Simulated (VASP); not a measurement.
# KMgF3 (P4mm) in VASP: a series of runs

The runs below take KMgF3 through single point, with PBEsol.

Program: VASP 6.6.1. These are calculated values, not measurements. Logs are shortened: lines on timing, memory, paths and dates and some standing lists are left out, and cuts for length are marked.

### Step 1. The cell of the first run

It takes space group P4mm (No. 99, tetragonal). The conventional cell has a = 3.986 Å, b = 3.986 Å, c = 3.986 Å, α = 90.00°, β = 90.00°, γ = 90.00°. K (site symmetry 4mm) is surrounded by 12 F at 2.82 Å. Around Mg (site symmetry 4mm) lie 6 F at 1.92 to 2.07 Å. Around F (site symmetry 2mm) lie 2 Mg at 1.99 Å. Around F (site symmetry 4mm) lie 2 Mg at 1.92 to 2.07 Å.

### Step 2. Single point, PBEsol (all Mg atoms moved +0.075 Å, as atom 2 along Cartesian [0 0 1])

Input file INCAR:

```
PREC = Accurate ; ENCUT = 520
EDIFF = 1E-6 ; ISMEAR = 0
SIGMA = 0.05 ; LREAL = F
LASPH = T ; NELM = 100
ALGO = Fast ; ISIF = 2
LWAVE = F ; LCHARG = F
GGA = PS ; NBANDS = 24
```

Input file KPOINTS:

```
Automatic mesh
0
Gamma
  6 6 6
```

Input file POSCAR:

```
KMgF3
1.0
    3.9859000000      0.0000000000      0.0000000000
    0.0000000000      3.9859000000      0.0000000000
    0.0000000000      0.0000000000      3.9859000000
K Mg F
1 1 3
Direct
    0.5000000000      0.5000000000      0.5000000000
    0.0000000000      0.0000000000      0.0188163276
    0.5000000000      0.0000000000      0.0000000000
    0.0000000000      0.5000000000      0.0000000000
    0.0000000000      0.0000000000      0.5000000000
```

Potentials or basis: VASP PAW PBE potentials, release 64 (K_sv, Mg, F).

The run is started by

```console
$ cat potpaw_PBE.64/K_sv/POTCAR potpaw_PBE.64/Mg/POTCAR potpaw_PBE.64/F/POTCAR > POTCAR
$ mpirun -np 1 vasp_std > vasp.out
```

OUTCAR:

```text
PREC = Accurate
   ENCUT = 520
   EDIFF = 1E-6
   ISMEAR = 0
   LREAL = F
   LASPH = T
   NELM = 100
   ISIF = 2
   GGA = PS

 ion  position               nearest neighbor table
   1  0.500  0.500  0.500-   3 2.82   4 2.82   5 2.82   3 2.82   4 2.82   3 2.82   5 2.82   3 2.82
                             4 2.82   5 2.82   4 2.82   5 2.82   2 3.41   2 3.41   2 3.41   2 3.41
   2  0.000  0.000  0.019-   5 1.92   4 1.99   3 1.99   4 1.99   3 1.99   5 2.07   1 3.41   1 3.41
                             1 3.41   1 3.41   1 3.50   1 3.50   1 3.50   1 3.50
   3  0.500  0.000  0.000-   2 1.99   2 1.99   1 2.82   1 2.82   1 2.82   1 2.82
   4  0.000  0.500  0.000-   2 1.99   2 1.99   1 2.82   1 2.82   1 2.82   1 2.82
   5  0.000  0.000  0.500-   2 1.92   2 2.07   1 2.82   1 2.82   1 2.82   1 2.82

  LATTYP: Found a simple cubic cell.
 ALAT       =     3.9859000000

  Lattice vectors:

 A1 = (   3.9859000000,   0.0000000000,   0.0000000000)
 A2 = (   0.0000000000,   3.9859000000,   0.0000000000)
 A3 = (   0.0000000000,   0.0000000000,   3.9859000000)

Analysis of symmetry for initial positions (statically):
=====================================================================
 Subroutine PRICEL returns:
 Original cell was already a primitive cell.

 Routine SETGRP: Setting up the symmetry group for a
 simple cubic supercell.

 Subroutine GETGRP returns: Found  8 space group operations
 (whereof  8 operations were pure point group operations)
 out of a pool of 48 trial point group operations.

The static configuration has the point symmetry C_4v.

Analysis of symmetry for dynamics (positions and initial velocities):
=====================================================================
 Subroutine PRICEL returns:
 Original cell was already a primitive cell.

 Routine SETGRP: Setting up the symmetry group for a
 simple cubic supercell.

 Subroutine GETGRP returns: Found  8 space group operations
 (whereof  8 operations were pure point group operations)
 out of a pool of 48 trial point group operations.

The dynamic configuration has the point symmetry C_4v.

 Subroutine INISYM returns: Found  8 space group operations
 (whereof  8 operations are pure point group operations),
 and found     1 'primitive' translations

----------------------------------------------------------------------------------------

                                     Primitive cell

  volume of cell :      63.3256

  direct lattice vectors                    reciprocal lattice vectors
     3.985900000  0.000000000  0.000000000     0.250884367  0.000000000  0.000000000
     0.000000000  3.985900000  0.000000000     0.000000000  0.250884367  0.000000000
     0.000000000  0.000000000  3.985900000     0.000000000  0.000000000  0.250884367

  length of vectors
     3.985900000  3.985900000  3.985900000     0.250884367  0.250884367  0.250884367

  position of ions in fractional coordinates (direct lattice)
     0.500000000  0.500000000  0.500000000
     0.000000000  0.000000000  0.018816328
     0.500000000  0.000000000  0.000000000
     0.000000000  0.500000000  0.000000000
     0.000000000  0.000000000  0.500000000

  ion indices of the primitive-cell ions
   primitive index   ion index
                 1           1
                 2           2
                 3           3
                 4           4
                 5           5

----------------------------------------------------------------------------------------

 KPOINTS: Automatic mesh

Automatic generation of k-mesh.
 Grid dimensions read from file:
 generate k-points for:    6    6    6

 Generating k-lattice:

  Cartesian coordinates                     Fractional coordinates (reciprocal lattice)
     0.041814061  0.000000000  0.000000000     0.166666667  0.000000000  0.000000000
     0.000000000  0.041814061  0.000000000     0.000000000  0.166666667  0.000000000
     0.000000000  0.000000000  0.041814061     0.000000000  0.000000000  0.166666667

  Length of vectors
     0.041814061  0.041814061  0.041814061

  Shift w.r.t. Gamma in fractional coordinates (k-lattice)
     0.000000000  0.000000000  0.000000000

 Subroutine IBZKPT returns following result:
 ===========================================

 Found     40 irreducible k-points:

 Following reciprocal coordinates:
            Coordinates               Weight
  0.000000  0.000000  0.000000      1.000000
  0.166667  0.000000  0.000000      4.000000
  0.000000  0.000000  0.166667      2.000000
  0.333333  0.000000  0.000000      4.000000
  0.000000  0.000000  0.333333      2.000000
  0.500000  0.000000  0.000000      2.000000
[... 16 lines left out ...]
  0.166667  0.166667  0.166667      8.000000
  0.333333  0.166667  0.166667     16.000000
 [... further k-points ...]
   k-points           NKPTS =     40   k-points in BZ     NKDIM =     40   number of bands    NBANDS=     24
   number of dos      NEDOS =    301   number of ions     NIONS =      5
   total plane-waves  NPLWV =  27000
   dimension x,y,z NGX =    30 NGY =   30 NGZ =   30
   dimension x,y,z NGXF=    60 NGYF=   60 NGZF=   60
   ions per type =               1   1   3
   NGX,Y,Z   is equivalent  to a cutoff of  12.51, 12.51, 12.51 a.u.
   NGXF,Y,Z  is equivalent  to a cutoff of  25.03, 25.03, 25.03 a.u.
 SYSTEM =  unknown system
   PREC   = accura    normal or accurate (medium, high low for compatibility)
   ISTART =      0    job   : 0-new  1-cont  2-samecut
   ICHARG =      2    charge: 1-file 2-atom 10-const
   ISPIN  =      1    spin polarized calculation?
   LNONCOLLINEAR =      F non collinear calculations
   LSORBIT =      F    spin-orbit coupling
   LASPH  =      T    aspherical Exc in radial PAW
   ENCUT  =  520.0 eV  38.22 Ry    6.18 a.u.   7.41  7.41  7.41*2*pi/ulx,y,z
   NELM   =    100;   NELMIN=  2; NELMDL= -5     # of ELM steps
   EDIFF  = 0.1E-05   stopping-criterion for ELM
   LREAL  =      F    real-space projection
   EDIFFG = 0.1E-04   stopping-criterion for IOM
   NSW    =      0    number of steps for IOM
   IBRION =     -1    ionic relax: 0-MD 1-quasi-New 2-CG
   NFREE  =      0    steps in history (QN), initial steepest desc. (CG)
   ISIF   =      2    stress and relaxation
   ISYM   =      2    0-nonsym 1-usesym 2-fastsym
   POTIM  = 0.5000    time-step for ionic-motion
   TEBEG  =    0.0;   TEEND  =   0.0 temperature during run
   PSTRESS=    0.0 pullay stress
   NELECT =      32.0000    total number of electrons
   NUPDOWN=      -1.0000    fix difference up-down
   EMIN   =  10.00;   EMAX   =-10.00  energy-range for DOS
   EFERMI =   0.00;   METHOD = LEGACY
   ISMEAR =     0;   SIGMA  =   0.05  broadening in eV -4-tet -1-fermi 0-gaus
   EFERMI_NEDOS =   21; number of points for ismear=-14 and -15
   IALGO  =     68    algorithm
   IMIX   =      4    mixing-type and parameters
     AMIX     =   0.40;   BMIX     =  1.00
     AMIX_MAG =   1.60;   BMIX_MAG =  1.00
  volume/ion in A,a.u.               =      12.67        85.47
  Fermi-wavevector in a.u.,A,eV,Ry     =   1.303962  2.464132 23.134232  1.700318
  Thomas-Fermi vector in A             =   2.434930
   LORBIT       =      0    0 simple, 1 ext, 2 COOP (PROOUT), +10 PAW based schemes
   GGA     = PS    functional components
   LHFCALC =     F    Hartree Fock is set to
   AEXX    =    0.0000 exact exchange contribution
   IVDW    =     0    specifies the selected vdW correction
   LEPSILON=     F    determine dielectric tensor
   LRPA    =     F    only Hartree local field effects (RPA)
 non-spin polarized calculation
 RMM-DIIS sequential band-by-band and
 Gauss-broadening in eV      SIGMA  =   0.05
  energy-cutoff  :      520.00
  volume of cell :       63.33
 maximum number of plane-waves:      1743
 NGX is ok and might be reduce to    30
   NGX = 15   NGY = 15   NGZ = 15

 number of electron      31.9999958 magnetization

 Free energy of the ion-electron system (eV)
  ---------------------------------------------------
  ext. energy  EPLUGINS =         0.00000000
  ---------------------------------------------------
  free energy    TOTEN  =       -25.23637067 eV

  energy without entropy =      -25.23637067  energy(sigma->0) =      -25.23637067

 E-fermi :  -1.4166     XC(G=0):  -9.9439

 val. band max:       -1.7011780736   @ k =   0.5000   0.5000   0.5000
 cond. band min:       5.4140480181   @ k =   0.0000   0.0000   0.0000
 fundamental gap:      7.1152260918
 Fermi energy:        -1.4165984219

 k-point     1 :       0.0000    0.0000    0.0000
  band No.  band energies     occupation
      1     -27.1870      2.00000
      2     -21.7192      2.00000
      3     -21.0580      2.00000
      4     -21.0423      2.00000
      5     -10.7522      2.00000
      6     -10.7522      2.00000
[... 16 lines left out ...]
     23      12.1306      0.00000
     24      15.0278      0.00000

 k-point     2 :       0.1667    0.0000    0.0000
  band No.  band energies     occupation
      1     -27.1795      2.00000
      2     -21.6894      2.00000
      3     -21.0849      2.00000
      4     -21.0499      2.00000
      5     -10.7480      2.00000
      6     -10.7376      2.00000
[... 16 lines left out ...]
     23      12.1299      0.00000
     24      14.9796      0.00000

 k-point     3 :       0.0000    0.0000    0.1667
  band No.  band energies     occupation
      1     -27.1795      2.00000
      2     -21.6881      2.00000
      3     -21.0967      2.00000
      4     -21.0394      2.00000
      5     -10.7465      2.00000
      6     -10.7377      2.00000
[... 16 lines left out ...]
     23      12.1235      0.00000
     24      14.9947      0.00000
[... 514 lines left out ...]
 k-point    23 :       0.1667    0.1667    0.1667
  band No.  band energies     occupation
      1     -27.1662      2.00000
      2     -21.6245      2.00000
      3     -21.1078      2.00000
      4     -21.0924      2.00000
      5     -10.7664      2.00000
      6     -10.7653      2.00000
[... 16 lines left out ...]
     23      12.2251      0.00000
     24      14.4552      0.00000

 k-point    24 :       0.3333    0.1667    0.1667
  band No.  band energies     occupation
      1     -27.1533      2.00000
      2     -21.5451      2.00000
      3     -21.1791      2.00000
      4     -21.0973      2.00000
      5     -10.7868      2.00000
      6     -10.7594      2.00000
[... 16 lines left out ...]
     23      12.3610      0.00000
     24      13.8754      0.00000

 [... further k-points ...]

------------------------ aborting loop because EDIFF is reached ----------------------------------------

  FORCE on cell =-STRESS in cart. coord.  units (eV):
  Direction    XX          YY          ZZ          XY          YZ          ZX
  --------------------------------------------------------------------------------------
  -------------------------------------------------------------------------------------
  Total       -0.0434278     -0.0434278      0.2600497      0.0000000      0.0000000     -0.0000000
  in kB       -1.0987507     -1.0987507      6.5794230      0.0000000      0.0000000     -0.0000000
  external PRESSURE =       1.4606406 kB  Pullay stress =       0.0000000 kB

 VOLUME and BASIS-vectors are now :
 -----------------------------------------------------------------------------
  energy-cutoff  :      520.00
  volume of cell :       63.33
      direct lattice vectors                 reciprocal lattice vectors
     3.985900000  0.000000000  0.000000000     0.250884367  0.000000000  0.000000000
     0.000000000  3.985900000  0.000000000     0.000000000  0.250884367  0.000000000
     0.000000000  0.000000000  3.985900000     0.000000000  0.000000000  0.250884367

 POSITION                                       TOTAL-FORCE (eV/Angst)
 -----------------------------------------------------------------------------------
      1.99295      1.99295      1.99295        -0.000000     -0.000000      0.089971
      0.00000      0.00000      0.07500        -0.000000      0.000000     -0.723094
      1.99295      0.00000      0.00000        -0.000000      0.000000      0.064951
      0.00000      1.99295      0.00000         0.000000      0.000000      0.064951
      0.00000      0.00000      1.99295        -0.000000      0.000000      0.503220
 -----------------------------------------------------------------------------------
    total drift:                                0.000000     -0.000000      0.000729

  FREE ENERGIE OF THE ION-ELECTRON SYSTEM (eV)
  ---------------------------------------------------
  free  energy   TOTEN  =       -25.2363706708 eV

  energy  without entropy=      -25.2363706708  energy(sigma->0) =      -25.23637067
```

Run time: 97 s. Hardware: 1 thread of Intel Xeon Platinum 8375C at 2.90GHz (Ice Lake), shared host; peak memory 0.2 GiB.

What came out:

```
Free energy            : -25.2364 eV
Pressure               : 0.1 GPa
Largest force          : 0.723 eV/Å
Band gap on the k mesh : 7.12 eV, indirect (least direct gap 7.45 eV)
```

Forces on the atoms (eV/Å):
```
K    0.000  0.000  0.090
Mg   0.000  0.000 -0.723
F    0.000  0.000  0.065
F    0.000  0.000  0.065
F    0.000  0.000  0.503
```

Stress tensor (GPa, compression positive):
```
-0.11  0.00  0.00
 0.00 -0.11  0.00
 0.00  0.00  0.66
```

Caveat: the PAW data sets were made with another functional, which shifts forces and pressure a little.

[end of part 1 of 2]
